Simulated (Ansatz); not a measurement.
# Cd: a Cd atom hops into a vacancy

One Cd atom is taken out of a 3×3×1 supercell of Cd. How high is the barrier for its neighbour Cd5, 2.91 Å away, to move into the hole? The program relaxes both ends, then the band.

All numbers below are computed with Ansatz 0.2.0 (DFT PBE, plane waves, PAW, scalar-relativistic, no spin polarisation).

## 1. The starting structure

The cell holds 17 atoms (Cd17): a = 8.929 Å, b = 8.929 Å, c = 5.613 Å, α = 90.00°, β = 90.00°, γ = 60.00°.

The empty site lies at (4.47, 9.44, 1.42) Å, and Cd5 starts at (5.91, 6.91, 1.39) Å. All atoms were shaken by about 0.02 Å to break the symmetry.

The coordinates stand in the first input below.

## 2. Relaxing the ends and the band

crystal.atoms is the first end and neb.final_atoms the second, which differs in Cd5 alone.

Input file input.yaml:

```yaml
crystal:
  lattice:
    - [8.92864408, 7.79e-06, 0.0]
    - [4.46431529, 7.73243649, 0.0]
    - [0.0, 0.0, 5.61264]
  atoms:
    - { symbol: Cd, position: [0.22191098, 0.22112697, 0.25461447] }
    - { symbol: Cd, position: [0.10850207, 0.1139882, 0.75012397] }
    - { symbol: Cd, position: [0.22028342, 0.55856133, 0.25396778] }
    - { symbol: Cd, position: [0.11276967, 0.44466485, 0.74806459] }
    - { symbol: Cd, position: [0.2148042, 0.89420088, 0.24798505] }
    - { symbol: Cd, position: [0.10987216, 0.78081058, 0.74969441] }
    - { symbol: Cd, position: [0.55662377, 0.2219949, 0.25114019] }
    - { symbol: Cd, position: [0.44589169, 0.11145545, 0.75438349] }
    - { symbol: Cd, position: [0.55216888, 0.55801378, 0.25231659] }
    - { symbol: Cd, position: [0.44054059, 0.4467909, 0.74977244] }
    - { symbol: Cd, position: [0.55608587, 0.88683699, 0.24480603] }
    - { symbol: Cd, position: [0.44586897, 0.778678, 0.74878072] }
    - { symbol: Cd, position: [0.77805364, 0.11471138, 0.74676261] }
    - { symbol: Cd, position: [0.88816457, 0.55597764, 0.24625883] }
    - { symbol: Cd, position: [0.78054318, 0.44656948, 0.74864227] }
    - { symbol: Cd, position: [0.88963282, 0.88879163, 0.25453308] }
    - { symbol: Cd, position: [0.77505536, 0.78109111, 0.75173762] }
kpoints:
  mp_grid: { grid: [2, 2, 3] }
magnetization:
  spin_polarized: false
scf:
  occupations: { method: fermi_dirac, width: 0.05 }
hamiltonian:
  pseudopotentials: { kind: paw }
  xc: pbe
basis:
  ecutwfc: 420
neb:
  images: 3
  relax_end_points: true
  climbing: true
  f_tol: 0.05
  max_iterations: 40
  order_check: false
  final_atoms:
    - { symbol: Cd, position: [0.22191098, 0.22112697, 0.25461447] }
    - { symbol: Cd, position: [0.10850207, 0.1139882, 0.75012397] }
    - { symbol: Cd, position: [0.22028342, 0.55856133, 0.25396778] }
    - { symbol: Cd, position: [0.11276967, 0.44466485, 0.74806459] }
    - { symbol: Cd, position: [-0.1106328, 1.22143934, 0.25366585] }
    - { symbol: Cd, position: [0.10987216, 0.78081058, 0.74969441] }
    - { symbol: Cd, position: [0.55662377, 0.2219949, 0.25114019] }
    - { symbol: Cd, position: [0.44589169, 0.11145545, 0.75438349] }
    - { symbol: Cd, position: [0.55216888, 0.55801378, 0.25231659] }
    - { symbol: Cd, position: [0.44054059, 0.4467909, 0.74977244] }
    - { symbol: Cd, position: [0.55608587, 0.88683699, 0.24480603] }
    - { symbol: Cd, position: [0.44586897, 0.778678, 0.74878072] }
    - { symbol: Cd, position: [0.77805364, 0.11471138, 0.74676261] }
    - { symbol: Cd, position: [0.88816457, 0.55597764, 0.24625883] }
    - { symbol: Cd, position: [0.78054318, 0.44656948, 0.74864227] }
    - { symbol: Cd, position: [0.88963282, 0.88879163, 0.25453308] }
    - { symbol: Cd, position: [0.77505536, 0.78109111, 0.75173762] }
```

The run is started by

```console
ansatz run input.yaml --threads 4 --pin off --max-ram 8192MiB --backend cpu --events-out ev --progress --plain --runs-dir out
```

What it wrote, cut to the lines that bear on the results:

```text
Warning: neb: disabling space-group detection — the band's intermediate images generally break the endpoint symmetry, so no spatial operation reduces the k-mesh or symmetrises the density, except that a semilocal band can use its path's symmetry ahead of convergence; time reversal is [...]
Warning: RAYON_NUM_THREADS=4 ignored (pool sized by the plan → 4); use --threads N
[...]
Pseudopotentials: kind: paw
Pseudopotential: Cd, paw, valence charge 20, recommended cutoff 420 eV (normal), Cd.paw.azcp
Functional definition: PBE
[...]
parallel-image band execution: 3 concurrent image workers
NEB image 0
Crystal: 17 atoms, lattice volume = 387.497 Å³
Basis set: ecut = 420 eV, 7597 PW (Γ), exchange–correlation on 120×120×80 points (8 copies of the dense FFT grid, shifted against one another)
Bands: 204, of which v1, the nominal top of the filled ones, is band 170 counted from 1 (169 counted from 0)
Symmetry: 1 space group operations
k-points: 8 of 12 (time reversal used)
[...]
SCF iter   1: F=—  HF=-140325.896005 eV  |F-HF|=—  |Δ(HF+E_count)|=         —  Δρ=1.57e-3  dr2=3.67e-2  ethr=1.77e-3  ⟨swp⟩=5.0  Hψ=5108  notcnv=0  defer=117
[...]
NSCF: frozen V_eff on 8 k-points
NEB image 4
[...]
NSCF: frozen V_eff on 8 k-points
NEB end point (image 0): max|allowed force component| = 4.256e-1 eV/Å (the criterion of neb.relax_end_points is 1.000e-2)
NEB end point (image 4): max|allowed force component| = 3.894e-1 eV/Å (the criterion of neb.relax_end_points is 1.000e-2)
NEB image 0, for its relaxation
[...]
NEB image 0, for its relaxation
[...]
NEB image 0, for its relaxation
[...]
NEB image 0
[...]
NSCF: frozen V_eff on 8 k-points
NEB end point (image 0): relaxed in 14 SCF iterations, 0.112687 eV lower, largest move of an atom 0.100 Å; not tested for a saddle point
NEB image 4, for its relaxation
[...]
NEB image 4, for its relaxation
[...]
NEB image 4, for its relaxation
[...]
NEB image 4, for its relaxation
[...]
SCF iter   3: F=—  HF=-140326.002358 eV  |F-HF|=—  |Δ(HF+E_count)|=   2.80e-4  Δρ=2.60e-5  dr2=2.25e-6  ethr=2.24e-8  ⟨swp⟩=2.0  Hψ=2645  notcnv=0  defer=171
```

## 3. The log goes on

Output, continued, cut to the lines that bear on the results:

```text
SCF iter   4: F=—  HF=-140326.002358 eV  |F-HF|=—  |Δ(HF+E_count)|=   1.24e-7  Δρ=4.89e-6  dr2=1.02e-7  ethr=6.63e-10  ⟨swp⟩=2.0  Hψ=2281  notcnv=0  defer=171
[...]
NEB image 4
[...]
NSCF: frozen V_eff on 8 k-points
NEB end point (image 4): relaxed in 20 SCF iterations, 0.104447 eV lower, largest move of an atom 0.083 Å; not tested for a saddle point
NEB image 1
[...]
NEB image 2
[...]
NEB image 3
[...]
NEB iter   1: max|band force component| = 1.743e0 eV/Å  barrier→ = 0.8478 eV  barrier← = 0.8478 eV  Δτ_max = 0.1996 Å  (41 SCF iters)
[...]
NEB iter   3: max|band force component| = 2.887e-1 eV/Å  barrier→ = 0.3091 eV  barrier← = 0.3091 eV  CI = image 2  Δτ_max = 0.0698 Å  (19 SCF iters)
[...]
NEB iter   4: max|band force component| = 8.765e-2 eV/Å  barrier→ = 0.2818 eV  barrier← = 0.2819 eV  CI = image 2  Δτ_max = 0.0396 Å  (16 SCF iters)
NEB image 1
[...]
NEB image 2
[...]
SCF iter   5: F=-140325.724567 eV  HF=-140325.724567 eV  |F-HF|=3.68e-8  |Δ(HF+E_count)|=   8.62e-7  Δρ=4.18e-6  dr2=5.63e-8  ethr=2.94e-11  ⟨swp⟩=2.6  Hψ=5902  notcnv=0
[...]
NEB image 3
[...]
```

## 4. More of the same log

The log, continued, cut to the lines that bear on the results:

```text
SCF iter   1: F=—  HF=-140325.866397 eV  |F-HF|=—  |Δ(HF+E_count)|=         —  Δρ=1.98e-4  dr2=1.07e-4  ethr=3.37e-8  ⟨swp⟩=3.0  Hψ=6374  notcnv=0
[...]
SCF iter   5: F=-140325.866615 eV  HF=-140325.866615 eV  |F-HF|=3.87e-9  |Δ(HF+E_count)|=   6.73e-8  Δρ=1.21e-6  dr2=4.55e-9  ethr=2.94e-11  ⟨swp⟩=4.0  Hψ=4423  notcnv=0
[...]
NEB image 1
NSCF: frozen V_eff on 8 k-points
NEB image 3
NSCF: frozen V_eff on 8 k-points
NEB image 2
NSCF: frozen V_eff on 8 k-points
[...]
NEB iter   5: max|band force component| = 2.031e-2 eV/Å  barrier→ = 0.2777 eV  barrier← = 0.2778 eV  CI = image 2  Δτ_max = 0.0000 Å  (15 SCF iters)
SCF converged after 5 iterations
Free energy (F): -140325.724567 eV
[...]
E sigma→0 (E₀):  -140325.711481 eV
Entropy (-TS):   -0.026173 eV (-1.540 meV/atom)
Fermi energy:    13.754579 eV
[...]
--- Forces (eV/Å), atoms counted from 1 ---
[...]
    - { symbol: Cd, position: [0.5782876038409952, 0.22053449168181036, 0.2500856235618704] }
    - { symbol: Cd, position: [0.4471686828706571, 0.11501206783915512, 0.7502191249406203] }
    - { symbol: Cd, position: [0.553770132736798, 0.5557740532978707, 0.24966673386715116] }
    - { symbol: Cd, position: [0.4474351359214651, 0.44944097321111937, 0.7509704932728035] }
    - { symbol: Cd, position: [0.5253063353763845, 0.8895038140317804, 0.2485898948080268] }
    - { symbol: Cd, position: [0.4431975772161104, 0.782390739523354, 0.7472916296769366] }
    - { symbol: Cd, position: [0.7828245364756515, 0.11566554395262668, 0.7494368970675194] }
    - { symbol: Cd, position: [0.8875235383727805, 0.5272621395629244, 0.2501314561682395] }
    - { symbol: Cd, position: [0.7803823991179821, 0.4452149061237084, 0.7499012309528069] }
    - { symbol: Cd, position: [0.8673188134024081, 0.8692813746515223, 0.25025133691216217] }
    - { symbol: Cd, position: [0.7784289619522203, 0.7804312133217243, 0.7500034690217676] }
```

Wall time 2.7 min (4 threads of Intel Xeon 6975P-C (Granite Rapids), shared host); peak memory 3 GiB.

## 5. The band, image by image

The 3 inner images lie between the fixed ends 0 and 4. Energy is taken from image 0, and the path length is the program's own coordinate along the band.

| image | path (Å) | energy (eV) | Cd5 x y z (Å) | band force (eV/Å) |
| --- | --- | --- | --- | --- |
| 0 | 0.000 | 0.0000 | 5.91 6.96 1.41 | - |
| 1 | 0.769 | 0.1366 | 5.54 7.48 1.41 | 0.010 |
| 2* | 1.539 | 0.2777 | 5.12 8.12 1.41 | 0.020 |
| 3 | 2.311 | 0.1357 | 4.77 8.81 1.41 | 0.011 |
| 4 | 3.083 | -0.0001 | 4.51 9.39 1.41 | - |

The star marks the climbing image.

image, energy (eV) and a bar:
```
        0      0.000 
        1      0.137 ###############
        2      0.278 ##############################
        3      0.136 ###############
        4      0.000
```

The top of the band by iteration:

| iteration | highest image above image 0 (eV) | largest band force (eV/Å) |
| --- | --- | --- |
| 1 | 0.8478 | 1.743 |
| 2 | 0.4289 | 0.657 |
| 3 | 0.3091 | 0.289 |
| 4 | 0.2818 | 0.088 |
| 5 | 0.2777 | 0.020 |

Positions of all images (Å):

```xyz
17
Lattice="8.929 0.000 0.000 4.464 7.732 0.000 0.000 0.000 5.613" Properties=species:S:1:pos:R:3 pbc="T T T" image=0 dE=0.0000
Cd    2.895    1.723    1.409
Cd    1.464    0.886    4.218
Cd    4.463    4.307    1.408
Cd    2.963    3.442    4.210
Cd    5.913    6.964    1.406
Cd    4.465    6.042    4.215
Cd    6.037    1.722    1.403
Cd    4.464    0.879    4.217
Cd    7.486    4.240    1.403
Cd    5.966    3.442    4.215
Cd    8.927    6.885    1.404
Cd    7.435    6.023    4.205
Cd    7.465    0.886    4.197
Cd   10.366    4.236    1.401
Cd    8.929    3.421    4.207
Cd   11.937    6.958    1.401
Cd   10.423    6.024    4.211
17
Lattice="8.929 0.000 0.000 4.464 7.732 0.000 0.000 0.000 5.613" Properties=species:S:1:pos:R:3 pbc="T T T" image=1 dE=0.1366
Cd    3.062    1.817    1.407
Cd    1.511    0.910    4.220
Cd    4.519    4.442    1.411
Cd    3.009    3.458    4.213
Cd    5.536    7.478    1.413
Cd    4.508    6.053    4.223
Cd    6.101    1.716    1.403
Cd    4.499    0.879    4.211
Cd    7.434    4.290    1.401
Cd    6.001    3.456    4.214
Cd    8.718    6.883    1.397
Cd    7.454    6.035    4.199
Cd    7.498    0.885    4.203
Cd   10.299    4.144    1.403
Cd    8.956    3.428    4.208
Cd   11.692    6.816    1.404
Cd   10.439    6.021    4.209
17
Lattice="8.929 0.000 0.000 4.464 7.732 0.000 0.000 0.000 5.613" Properties=species:S:1:pos:R:3 pbc="T T T" image=2 dE=0.2777
Cd    3.140    1.823    1.408
Cd    1.548    0.904    4.220
Cd    4.542    4.487    1.413
Cd    3.014    3.473    4.213
Cd    5.122    8.123    1.413
Cd    4.519    6.069    4.226
Cd    6.148    1.705    1.404
Cd    4.506    0.889    4.211
Cd    7.426    4.297    1.401
Cd    6.001    3.475    4.215
Cd    8.661    6.878    1.395
Cd    7.450    6.050    4.194
Cd    7.506    0.894    4.206
Cd   10.278    4.077    1.404
Cd    8.955    3.443    4.209
Cd   11.625    6.722    1.405
Cd   10.434    6.035    4.209
17
Lattice="8.929 0.000 0.000 4.464 7.732 0.000 0.000 0.000 5.613" Properties=species:S:1:pos:R:3 pbc="T T T" image=3 dE=0.1357
Cd    3.096    1.758    1.408
Cd    1.535    0.869    4.217
Cd    4.528    4.440    1.412
Cd    3.003    3.472    4.213
Cd    4.770    8.806    1.410
Cd    4.507    6.067    4.225
Cd    6.097    1.708    1.406
Cd    4.491    0.893    4.212
Cd    7.424    4.309    1.402
Cd    5.985    3.485    4.215
Cd    8.730    6.862    1.397
Cd    7.438    6.058    4.196
Cd    7.488    0.892    4.210
Cd   10.312    4.124    1.405
Cd    8.945    3.454    4.210
Cd   11.742    6.733    1.407
Cd   10.425    6.045    4.210
17
Lattice="8.929 0.000 0.000 4.464 7.732 0.000 0.000 0.000 5.613" Properties=species:S:1:pos:R:3 pbc="T T T" image=4 dE=-0.0001
Cd    2.930    1.658    1.409
Cd    1.490    0.840    4.218
Cd    4.501    4.380    1.410
Cd    2.984    3.443    4.211
Cd    4.514    9.391    1.408
Cd    4.491    6.038    4.220
Cd    5.954    1.727    1.409
Cd    4.454    0.862    4.215
Cd    7.407    4.380    1.400
Cd    5.955    3.461    4.215
Cd    8.847    6.875    1.401
Cd    7.418    6.038    4.198
Cd    7.455    0.862    4.214
Cd   10.418    4.305    1.403
Cd    8.926    3.443    4.209
Cd   11.990    6.875    1.410
Cd   10.419    6.031    4.212
```

## 6. Outcome

| quantity | value |
| --- | --- |
| relaxation of the ends | 0.113 eV lower, moves up to 0.10 Å; 0.104 eV lower, moves up to 0.08 Å |
| barrier forwards | 0.28 eV |
| barrier backwards | 0.28 eV |
| second end relative to first | 0.000 eV |
| highest image | 2 of 0 to 4, climbing |
| band iterations | 5 |

In words: Along this path the system climbs 0.28 eV from the first end (11 kT at 300 K); with a typical attempt rate of 10^13 per second that is roughly 10^8 events a second. Both ends agree in energy to 1 meV. The input switches the test of curvatures off, so the top was not shown to be a first-order saddle. The cell of 17 atoms is small, so the barrier is not converged with size.
